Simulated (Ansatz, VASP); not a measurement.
## Cross-check of Hf (Hf strained to the junction's net) between VASP and Ansatz

Aim: how closely do two programs agree when they are given the same cell, functional and k mesh? The structure shown is the end of the Ansatz relaxation below.

Main program and level: Ansatz 0.2.0; plane waves, with VASP 6.6.1 beside it; single point at PBE with D3(BJ).

## 1. The starting structure

Symmetry: P6_3/mmc, No. 194, hexagonal system. The conventional cell has a = 3.300 Å, b = 3.300 Å, c = 4.890 Å, α = 90.00°, β = 90.00°, γ = 120.00°. Hf has 12 Hf at 3.10 to 3.30 Å nearest.

## 2. Ansatz: relaxation, PBE with D3(BJ)

Ansatz runs on its default PAW (the set named soft_2) files.

This run makes the geometry at which the two programs are then compared.

input.yaml reads:

```yaml
crystal:
  lattice:
    - [3.3, 0.0, 0.0]
    - [-1.65, 2.8578838325, 0.0]
    - [0.0, 0.0, 4.93953125]
  atoms:
    - { symbol: Hf, position: [0.0, 0.0, 0.0] }
    - { symbol: Hf, position: [0.3333333333, 0.6666666667, 0.5] }
kpoints:
  mp_grid: { grid: [12, 12, 6] }
scf:
  occupations: { method: fermi_dirac, width: 0.1 }
  max_iter: 150
hamiltonian:
  xc: pbe
  dispersion: d3bj
relax:
  f_tol: 0.01
  max_steps: 40
  cell: { fix: [a, b, angles] }
```

Launch:

```sh
$ ansatz run input.yaml --threads 4 --pin off --max-ram 10240MiB --backend cpu --events-out ev --progress --plain --runs-dir out
```

Numbers of over 12 decimals in the logs are rounded to 6 here.

Output:

```text
Engine: ansatz 0.2.0, aarch64-unknown-linux-gnu
Pseudopotentials: kind: paw
Pseudopotential: Hf, paw, valence charge 26, recommended cutoff 420 eV (normal), Hf.paw.azcp
Functional definition: PBE
  parameter kappa = 0.804
  parameter beta = 0.066725
  exchange = pbe_x(kappa = kappa, mu = beta*pi^2/3)
  correlation = pbe_c(beta = beta)
Crystal: 2 atoms, lattice volume = 46.585 Å³
Basis set: ecut = 420 eV, 929 PW (Γ), exchange–correlation on 48×48×72 points (8 copies of the dense FFT grid, shifted against one another)
Bands: 32, of which v1, the nominal top of the filled ones, is band 26 counted from 1 (25 counted from 0)
Symmetry: 24 space group operations
Space group: P63/mmc (ITA 194), of the structure as read, at distance tolerance 3.6e-5 Å
k-points: 76 of 864
Non-local potential: Hf, projectors of the file, l = 0: 3, l = 1: 2, l = 2: 2, l = 3: 3
PAW form: soft (Blöchl's): semilocal exchange-correlation on the pseudo side does not see the compensation charge
PAW one-centre angular grid: Hf, 590 points (default); XC on 64 Gauss nodes
Initial density: superposition of atomic densities (neutral atoms: chi_scale 0, normalization atom), corrected by the library's trained network
Initial wavefunctions: pseudopotential atomic-orbital guess
Functional: x = pbe(κ = 0.804, μ = 0.219515), c = pbe(β = 0.066725)
SCF iter   1: F=—  HF=-31443.564891 eV  |F-HF|=—  |Δ(HF+E_count)|=         —  Δρ=3.03e-3  dr2=2.41e-3  ethr=1.77e-3  ⟨swp⟩=4.3  Hψ=7902  notcnv=0
preconditioner: auto → Kerker (q_TF=auto, 2.779 Å⁻¹)  [metal: Δε(μ)=0.047 eV  Ē_g=17.550 eV  σ=0.100 eV  W_gap=0.12  n_scr=22 (ndim 8)  ℏωp=37.7 eV  f_vac=0.000  D(μ)=1.60/eV (n_scr^D=8)]
SCF iter   2: F=—  HF=-31443.565260 eV  |F-HF|=—  |Δ(HF+E_count)|=   3.69e-4  Δρ=1.88e-3  dr2=1.01e-3  ethr=4.63e-6  ⟨swp⟩=2.2  Hψ=4505  notcnv=0
SCF iter   3: F=—  HF=-31443.565423 eV  |F-HF|=—  |Δ(HF+E_count)|=   1.62e-4  Δρ=3.02e-4  dr2=4.15e-5  ethr=1.94e-6  ⟨swp⟩=2.7  Hψ=3893  notcnv=0
SCF iter   4: F=—  HF=-31443.565413 eV  |F-HF|=—  |Δ(HF+E_count)|=   9.38e-6  Δρ=1.52e-4  dr2=7.01e-6  ethr=7.97e-8  ⟨swp⟩=2.0  Hψ=4433  notcnv=0
SCF iter   5: F=—  HF=-31443.565409 eV  |F-HF|=—  |Δ(HF+E_count)|=   4.25e-6  Δρ=5.38e-5  dr2=8.52e-7  ethr=1.35e-8  ⟨swp⟩=2.1  Hψ=3807  notcnv=0
SCF iter   6: F=-31443.565409 eV  HF=-31443.565409 eV  |F-HF|=1.08e-8  |Δ(HF+E_count)|=   2.72e-7  Δρ=1.36e-5  dr2=5.76e-8  ethr=1.92e-10  ⟨swp⟩=4.2  Hψ=12212  notcnv=0
SCF 1 converged in 6 iterations: F = -31443.565409 eV  dr2 = 5.76e-8
  greatest PAW one-centre occupation: 0.998 electrons in one spin orbital (limit 2), on the Hf atom at site 1 (counted from 0), in its partial waves of l = 0
relax step   1: F+E_penalty+E_count = -31443.56540916 eV  Δ(F+E_penalty+E_count) = +0.000e0 eV  max|allowed force component| = 5.551e-17 eV/Å  Δτ_max = 0.0000 Å  P = -6.084 GPa  Ω = 46.585 Å³  fix = [a, b, alpha, beta, gamma]  reactions: a -8.169, b -8.169 GPa  (6 SCF iters, dr2 threshold 1.00e-7 eV, accepted)
[...]
relax step   2: F+E_penalty+E_count = -31443.56677547 eV  Δ(F+E_penalty+E_count) = -1.366e-3 eV  max|allowed force component| = 1.480e-16 eV/Å  Δτ_max = 0.0000 Å  P = -4.241 GPa  Ω = 45.748 Å³  energy of the carried Pulay correction = +2.144e-4 eV  fix = [a, b, alpha, beta, gamma]  reactions: a -7.120, b -7.120 GPa  (6 SCF iters, dr2 threshold 2.00e-7 eV, accepted)
[...]
relax step   3: F+E_penalty+E_count = -31443.56838484 eV  Δ(F+E_penalty+E_count) = -1.609e-3 eV  max|allowed force component| = 9.252e-17 eV/Å  Δτ_max = 0.0000 Å  P = -5.079 GPa  Ω = 46.118 Å³  energy of the carried Pulay correction = +1.191e-4 eV  fix = [a, b, alpha, beta, gamma]  reactions: a -7.601, b -7.601 GPa  (5 SCF iters, dr2 threshold 2.00e-7 eV, accepted)
[...]
relax step   4: F+E_penalty+E_count = -31443.56826550 eV  Δ(F+E_penalty+E_count) = +1.193e-4 eV  max|allowed force component| = 1.018e-16 eV/Å  Δτ_max = 0.0000 Å  P = -5.079 GPa  Ω = 46.118 Å³  fix = [a, b, alpha, beta, gamma]  reactions: a -7.601, b -7.601 GPa  stress off target by 3.55e-2 GPa on what of the cell is left free  SCF on the basis re-selected at this cell (its energy is not comparable with the rows above)  (6 SCF iters)
basis re-selected at this cell: Δ(F+E_penalty+E_count) = +1.193e-4 eV, ΔP = -0.001 GPa vs the last step (what re-selecting the basis moved, of the pressure what is left beyond the Pulay correction that the steps carried, after the strain that the cell walked since its last selection, with what the two solves' SCF thresholds leave and, on support functions, any second-order correction that the steps lacked; it is no m [...]
SCF converged after 6 iterations
Free energy (F): -31443.568265 eV
Harris-Foulkes:  -31443.568265 eV  (|F-HF|=1.46e-11)
Internal energy: -31443.514076 eV  (E = F + TS)
E sigma→0 (E₀):  -31443.541171 eV
Entropy (-TS):   -0.054190 eV (-27.095 meV/atom)
Fermi energy:    19.253813 eV
--- Per-component energies (eV) ---
  E_band       = 34.449410
  E_kinetic    = 846.438684
  E_local      = -10323.904167  (includes V_loc(G=0)·N_el)
  E_nonlocal   = -2488.900338
  E_hartree    = 4843.788502
  E_xc         = -599.566628
  E_vxc        = -531.503359  (∫ρ·V_xc dr)
  E_paw        = -13855.196630  (= ΣΔE_a)
  E_vpaw       = 2844.741526  (= ΣTr[D̂ρ^β])
  E_aug_tail   = -0.000003  (compensation charges beyond the density's cutoff)
  E_ewald      = -9865.300449
  E_disp       = -0.873048  (pairwise vdW)
  E_smearing   = -0.054190  (= −TS)
  E_closure    = 0.000000  (closes the sum)
  Σ components = -31443.568265   (vs F -31443.568265, Δ=0.00e0)
--- Forces (eV/Å), atoms counted from 1 ---
  atom   1  Hf     0.00000000    -0.00000000     0.00000000
  atom   2  Hf     0.00000000     0.00000000     0.00000000
  max |Σ_I F_I| component: 5.55e-17 eV/Å
--- Stress (GPa, compression-positive) ---
       -7.601388       0.000000       0.000000
        0.000000      -7.601388       0.000000
        0.000000       0.000000      -0.035544
  P = ⅓ Tr σ = -5.0794 GPa (-50.794 kbar)
--- Relaxed structure (3 steps of the walk, 3 accepted, 1 SCFs on fresh bases) ---
  F+E_penalty+E_count = -31443.56826550 eV   max|allowed force component| = 1.018e-16 eV/Å   (the final SCF, on the basis selected at the relaxed cell)
  cell:  # Å, volume = 46.1183 Å³
    - [3.300000, 0, 0.0]
    - [-1.650000, 2.857884, 0.0]
    - [0.0, 0.0, 4.890068]
  atoms:
    - { symbol: Hf, position: [9.251858539620026e-18, -5.0885221963063406e-17, 0.0] }
    - { symbol: Hf, position: [0.333333, 0.666667, 0.5] }
```

## 3. VASP: single point, PBE with D3(BJ)

The same cell, functional, mesh and smearing now go to VASP, with its own data sets.

Lines of VASP's logs that name or quote its potential files are left out, and so is its time.

INCAR reads:

```
SYSTEM = Hf
PREC = Accurate
ENCUT = 500
EDIFF = 1E-06
NELM = 120
ISMEAR = -1
SIGMA = 0.1
LREAL = .FALSE.
ALGO = Normal
GGA = PE
IVDW = 12
NBANDS = 16
LASPH = .TRUE.
LORBIT = 11
LWAVE = .FALSE.
LCHARG = .FALSE.
ISIF = 2
GGA_COMPAT = .FALSE.
```

POSCAR reads:

```
Hf
1.0
    3.3000000000      0.0000000000      0.0000000000
   -1.6500000000      2.8578838325      0.0000000000
    0.0000000000      0.0000000000      4.8900676251
Hf
2
Direct
    0.0000000000      1.0000000000      0.0000000000
    0.3333333334      0.6666666666      0.5000000000
```

KPOINTS reads:

```
Automatic mesh
0
Gamma
12 12 6
0 0 0
```

PAW data sets: Hf_pv (PBE family, release 64).

Launch:

```sh
$ mpirun -np 1 vasp_std
```

Output:

```text
[banner, memory and clock lines left out]
running    1 mpi-ranks, on    1 nodes
 distrk:  each k-point on    1 cores,    1 groups
 distr:  one band on    1 cores,    1 groups

 POSCAR found type information on POSCAR Hf
 POSCAR found :  1 types and       2 ions
 LDA part: xc-table for (Slater+PW92), standard interpolation
 POSCAR, INCAR and KPOINTS ok, starting setup
 FFT: planning ... GRIDC
 FFT: planning ... GRID_SOFT
 FFT: planning ... GRID
 WAVECAR not read
 entering main loop
       N       E                     dE             d eps       ncg     rms          rms(c)
DAV:   1     0.473675695687E+02    0.47368E+02   -0.11031E+04  2440   0.114E+03
DAV:   2    -0.189449881058E+02   -0.66313E+02   -0.64788E+02  3248   0.247E+02
DAV:   3    -0.205608057009E+02   -0.16158E+01   -0.16099E+01  3232   0.269E+01
DAV:   4    -0.205738306002E+02   -0.13025E-01   -0.13021E-01  3032   0.297E+00
DAV:   5    -0.205740161084E+02   -0.18551E-03   -0.18549E-03  3264   0.289E-01    0.635E+01
DAV:   6    -0.200190630601E+02    0.55495E+00   -0.54352E-01  2816   0.493E+00    0.376E+01
DAV:   7    -0.198307996412E+02    0.18826E+00   -0.90606E-01  2960   0.610E+00    0.188E+00
DAV:   8    -0.198191122648E+02    0.11687E-01   -0.62686E-02  2816   0.168E+00    0.347E-01
DAV:   9    -0.198192058403E+02   -0.93575E-04   -0.12648E-03  3328   0.266E-01    0.198E-01
DAV:  10    -0.198191884114E+02    0.17429E-04   -0.74667E-05  2896   0.585E-02    0.229E-01
DAV:  11    -0.198191920185E+02   -0.36071E-05   -0.77837E-06  3072   0.211E-02    0.476E-03
DAV:  12    -0.198191919116E+02    0.10690E-06   -0.42032E-07  1904   0.444E-03
   1 F= -.20691885E+02 E0= -.20664846E+02  d E =-.540798E-01
```

From OUTCAR (step 3):

```text
ion  position               nearest neighbor table
   1  0.000  0.000  0.000-   2 3.10   2 3.10   2 3.10   2 3.10   2 3.10   2 3.10
   2  0.333  0.667  0.500-   1 3.10   1 3.10   1 3.10   1 3.10   1 3.10   1 3.10

  LATTYP: Found a hexagonal cell.
 ALAT       =     3.3000000000
 C/A-ratio  =     1.4818386743

 Subroutine GETGRP returns: Found 24 space group operations
 (whereof 12 operations were pure point group operations)

The static configuration has the point symmetry D_3h.
 The point group associated with its full space group is D_6h.

 Found     76 irreducible k-points:

   k-points           NKPTS =     76   k-points in BZ     NKDIM =     76   number of bands    NBANDS=     16

   dimension x,y,z NGX =    24 NGY =   24 NGZ =   36
   dimension x,y,z NGXF=    48 NGYF=   48 NGZF=   72

   ENCUT  =  500.0 eV  36.75 Ry    6.06 a.u.   6.02  6.02  8.92*2*pi/ulx,y,z

   NELECT =      20.0000    total number of electrons

 k-points in reciprocal lattice and weights: Automatic mesh
   0.00000000  0.00000000  0.00000000       0.001
   0.08333333  0.00000000  0.00000000       0.007
   0.16666667 -0.00000000  0.00000000       0.007
   0.25000000  0.00000000  0.00000000       0.007
   0.33333333  0.00000000  0.00000000       0.007
   0.41666667  0.00000000  0.00000000       0.007
   0.50000000  0.00000000  0.00000000       0.003
   0.08333333  0.08333333  0.00000000       0.007
   0.16666667  0.08333333  0.00000000       0.014
[...]
0.33333333  0.25000000  0.50000000       0.014
   0.33333333  0.33333333  0.50000000       0.002

 average (electrostatic) potential at core
       1 -37.7158       2 -37.7158

 E-fermi :   4.7123

 k-point     1 :       0.0000    0.0000    0.0000
  band No.  band energies     occupation
    ...
      4     -25.6358      2.00000
      5     -25.6358      2.00000
      6     -25.5780      2.00000
      7      -2.5605      2.00000
      8       1.2405      2.00000
      9       5.7303      0.00008
     10       5.7303      0.00008
     11       5.8175      0.00003
     12       6.6869      0.00000
     13       6.6869      0.00000
    ...

 k-point     2 :       0.0833    0.0000    0.0000
  band No.  band energies     occupation
    ...
      4     -25.6655      2.00000
      5     -25.6382      2.00000
      6     -25.5883      2.00000
      7      -2.3679      2.00000
      8       1.4164      2.00000
      9       5.3153      0.00480
     10       5.4912      0.00083
     11       5.9093      0.00001
     12       6.4900      0.00000
     13       6.6168      0.00000
    ...

 k-point     3 :       0.1667   -0.0000    0.0000
  band No.  band energies     occupation
    ...
      6     -25.6188      2.00000
      7      -1.8148      2.00000
      8       1.8835      2.00000
      9       4.6162      1.44675
     10       4.7189      0.96697
     11       6.0549      0.00000
     12       6.2145      0.00000
     13       6.3851      0.00000
     14       6.4372      0.00000
     15       7.3309      0.00000
    ...

 Edisp (eV)   -0.87269

  Total      -2.30681    -2.30681    -0.15761     0.00000     0.00000    -0.00000
  in kB     -80.13993   -80.13993    -5.47540     0.00000     0.00000    -0.00000
  external pressure =      -55.25 kB  Pullay stress =        0.00 kB

  energy-cutoff  :      500.00
  volume of cell :       46.12
      direct lattice vectors                 reciprocal lattice vectors
     3.300000000  0.000000000  0.000000000     0.303030303  0.174954627  0.000000000
    -1.650000000  2.857883833  0.000000000     0.000000000  0.349909254  0.000000000
     0.000000000  0.000000000  4.890067625     0.000000000  0.000000000  0.204496149

 POSITION                                       TOTAL-FORCE (eV/Angst)
 -----------------------------------------------------------------------------------
      0.00000      0.00000      0.00000         0.000000     -0.000000      0.000000
      0.00000      1.90526      2.44503        -0.000000      0.000000      0.000000
 -----------------------------------------------------------------------------------
    total drift:                               -0.000000      0.000000      0.000000

  FREE ENERGIE OF THE ION-ELECTRON SYSTEM (eV)
  ---------------------------------------------------
  free  energy   TOTEN  =       -20.6918854690 eV

  energy  without entropy=      -20.6378057026  energy(sigma->0) =      -20.66484559

 total charge
# of ion       s       p       d       tot
------------------------------------------
    1        0.389   6.374   1.515   8.278
    2        0.389   6.374   1.515   8.278
--------------------------------------------------
tot          0.778  12.748   3.030  16.556

[... 3 further parts left out ...]
```

Harder data sets than Hf_pv exist (the GW ones), and pressures, volumes and forces can shift noticeably with them. Dispersion corrections of this kind ignore metallic screening and tend to overbind metals.

## 4. Comparison

Known differences besides the potentials themselves: the data sets hold 52 valence electrons in Ansatz (on its default PAW (the set named soft_2) files) and 20 in VASP; the cutoff is 420 eV in Ansatz and 500 eV in VASP; Ansatz's pressure holds a Pulay correction, VASP's none. Total energies have different zeros and are not compared.

Compared:

```csv
quantity,Ansatz,VASP,difference
pressure (GPa),-5.08,-5.53,+0.45
```

## 5. What came out

```json
{
  "difference in pressure (single point, PBE with D3(BJ))": "0.45 GPa"
}
```

In words: The difference in pressure is 0.45 GPa (single point, PBE with D3(BJ)), within the 1 GPa picked in this series as the mark of a large difference. The data sets hold unlike numbers of valence electrons (52 in Ansatz and 20 in VASP), so part of the differences comes from the potentials. Such differences can come from data sets, numerical settings and the points named under the comparisons, not from the functional's error against experiment.

[Lines on the potential files, build, host, timing and source positions are cut from VASP's logs without a mark.]

[Logs are printed without paths, hosts, clocks, repeated set-up lines and the standing remarks that a program may print on its own settings, such as how far it seeks lower states.]

[Hosts, paths, dates, database ids (printed as entryN), source tags and the programs' standing remarks are cut or masked in the printed files.]
